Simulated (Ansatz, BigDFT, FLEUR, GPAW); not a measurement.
**CdS: bulk modulus by level of theory**

It takes space group F-43m (No. 216, cubic). The conventional cell has a = 5.833 Å, b = 5.833 Å, c = 5.833 Å, α = 90.00°, β = 90.00°, γ = 90.00°. Around Cd (site symmetry -43m) lie 4 S at 2.53 Å. S (site symmetry -43m) is surrounded by 4 Cd at 2.53 Å.

| rung | level | program and potentials | cutoff (eV) | k mesh | smearing | bulk modulus (GPa) | notes |
| --- | --- | --- | --- | --- | --- | --- | --- |
| LDA | LDA | Ansatz, all-electron LAPW, scalar-relativistic | - | 8 × 8 × 8 | fermi-dirac 0.05 | 68.1 | - |
| LDA | LDA | GPAW, the program's PAW data sets (release 1.2.1) made for this functional | 600 | 6 × 6 × 6 | fermi-dirac 0.05 | 68.5 | - |
| GGA | PBE | BigDFT, GTH-PBE (Cd q12, S q6) | - | 3 × 3 × 2 | fixed | 58.3 | coarse mesh; cell of 4 atoms |
| GGA | PBE | GPAW, GPAW PAW data sets (gpaw-data 1.2.1) | 600 | 6 × 6 × 6 | fermi-dirac 0.05 | 54.0 | - |
| GGA | PBEsol | Ansatz, Ansatz PAW | 420 | 8 × 8 × 8 | fermi-dirac 0.05 | 61.4 | potentials made for PBE, which Ansatz adapts in part |
| GGA | PBEsol | FLEUR, all-electron, FLAPW | - | 8 × 8 × 8 | fermi-dirac 0.05 | 61.4 | - |
| GGA + dispersion | PBEsol+D3(zero damping) | GPAW, PAW data sets generated for this functional | 600 | 6 × 6 × 6 | fermi-dirac 0.05 | 68.3 | - |
| meta-GGA | r2SCAN | Ansatz, Ansatz PAW | 500 | 8 × 8 × 8 | fermi-dirac 0.05 | 60.5 | potentials made for PBE, which Ansatz adapts in part |

Task: equation of state. All rows: no spin polarisation. Smearing widths are in eV. The cell comes from a database and isn't always the measured one. Meshes differ between rows, which moves values too. Meshes are those of the run's cell of 2 atoms unless a note names another. Runs on faulty files, with rough fits or with known faults for this quantity aren't shown. No row holds spin-orbit coupling.

By rung: LDA 68.1 to 68.5; GGA 54.0 to 61.4; GGA + dispersion 68.3; meta-GGA 60.5; GGA on coarse meshes 58.3 (GPa).
